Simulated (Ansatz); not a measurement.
Input and command of a calculation in Ansatz (plane waves; scalar-relativistic PAW potentials unless the input names others):

```yaml
crystal:
  lattice:
    - [0.0, 3.1533, 3.2904]
    - [3.1533, 0.0, 3.2904]
    - [3.1533, 3.1533, 0.0]
  atoms:
    - { symbol: Rb, position: [0.0, 0.0, 0.0] }
    - { symbol: Br, position: [0.5, 0.5, 0.5] }
  symmetry: { detect: false }
basis:
  ecutwfc: 420
kpoints:
  mp_grid: { grid: [6, 6, 6], shift: [0.5, 0.5, 0.5] }
hamiltonian:
  xc: lda
scf:
  occupations: { method: gaussian, width: 0.05 }
output:
  forces: true
  eigenvalues: true
  stress: true
```

```bash
ansatz run input.yaml --threads 1 --pin off --max-ram 1228MiB --backend cpu --events-out ev --progress --plain --runs-dir out
```

Abridged log:
```
Pseudopotentials: kind: paw
Pseudopotential: Rb, paw, valence charge 9, recommended cutoff 420 eV (normal)
Pseudopotential: Br, paw, valence charge 7, recommended cutoff 420 eV (normal)
Functional definition: SPW92
Crystal: 2 atoms, lattice volume = 65.435 Å³
Basis set: ecut = 420 eV, 1283 PW (Γ)
Bands: 12, of which v1, the nominal top of the filled ones, is band 8 counted from 1 (7 counted from 0)
Symmetry: 1 space group operations
k-points: 108 of 216 (time reversal used)
Initial density: superposition of atomic densities (neutral atoms: chi_scale 0, normalization atom), corrected by the library's trained network
Initial wavefunctions: pseudopotential atomic-orbital guess
Functional: x = slater, c = lda
SCF iter   1: F=—  HF=-5868.035233 eV  |F-HF|=—  |Δ(HF+E_count)|=         —  Δρ=4.40e-3  dr2=8.43e-3  ethr=1.77e-3  ⟨swp⟩=8.1  Hψ=9470  notcnv=0
SCF iter   2: F=—  HF=-5868.033850 eV  |F-HF|=—  |Δ(HF+E_count)|=   1.38e-3  Δρ=2.15e-3  dr2=1.51e-3  ethr=5.27e-5  ⟨swp⟩=2.0  Hψ=2487  notcnv=0
SCF iter   3: F=—  HF=-5868.033658 eV  |F-HF|=—  |Δ(HF+E_count)|=   1.91e-4  Δρ=4.15e-4  dr2=1.70e-4  ethr=9.45e-6  ⟨swp⟩=2.2  Hψ=2038  notcnv=0
SCF iter   4: F=—  HF=-5868.033609 eV  |F-HF|=—  |Δ(HF+E_count)|=   4.93e-5  Δρ=3.50e-5  dr2=2.38e-7  ethr=1.06e-6  ⟨swp⟩=2.0  Hψ=1628  notcnv=0
SCF iter   5: F=—  HF=-5868.033611 eV  |F-HF|=—  |Δ(HF+E_count)|=   2.05e-6  Δρ=6.48e-6  dr2=1.24e-8  ethr=1.49e-9  ⟨swp⟩=2.2  Hψ=2279  notcnv=0
SCF iter   6: F=-5868.033611 eV  HF=-5868.033611 eV  |F-HF|=3.80e-10  |Δ(HF+E_count)|=   1.56e-9  Δρ=1.16e-6  dr2=5.77e-10  ethr=7.76e-11  ⟨swp⟩=3.6  Hψ=6311  notcnv=0
SCF 1 converged in 6 iterations: F = -5868.033611 eV  dr2 = 5.77e-10
SCF converged after 6 iterations
Free energy (F): -5868.033611 eV
Harris-Foulkes:  -5868.033611 eV  (|F-HF|=3.80e-10)
Internal energy: -5868.033611 eV  (E = F + TS)
E sigma→0 (E₀):  -5868.033611 eV
Fermi energy:    4.905298 eV
--- Forces (eV/Å), atoms counted from 1 ---
  atom   1  Rb     0.00000001     0.00000004     0.00000004
  atom   2  Br    -0.00000001    -0.00000002     0.00000000
--- Stress (GPa, compression-positive) ---
        4.330315      -0.000099      -0.000062
       -0.000099       4.330313      -0.000062
       -0.000062      -0.000062       1.283602
  P = ⅓ Tr σ = 3.3147 GPa (33.147 kbar)
```

Apart from outputs and empty bands, the input differs from a reference run on usual settings in kpoints.mp_grid.shift: not typed → [0.5, 0.5, 0.5]; crystal.symmetry: not typed → {"detect": false}. The reference, at the same geometry (not necessarily relaxed), gave pressure 3.31 GPa, largest force 0.000 eV/Å, gap on the mesh 4.46 eV. This run converged in 6 SCF iterations (reference: 6) with an energy at zero smearing 0.01 meV/atom below the reference's, pressure 3.31 GPa, largest force 0.000 eV/Å, gap on the mesh 4.74 eV.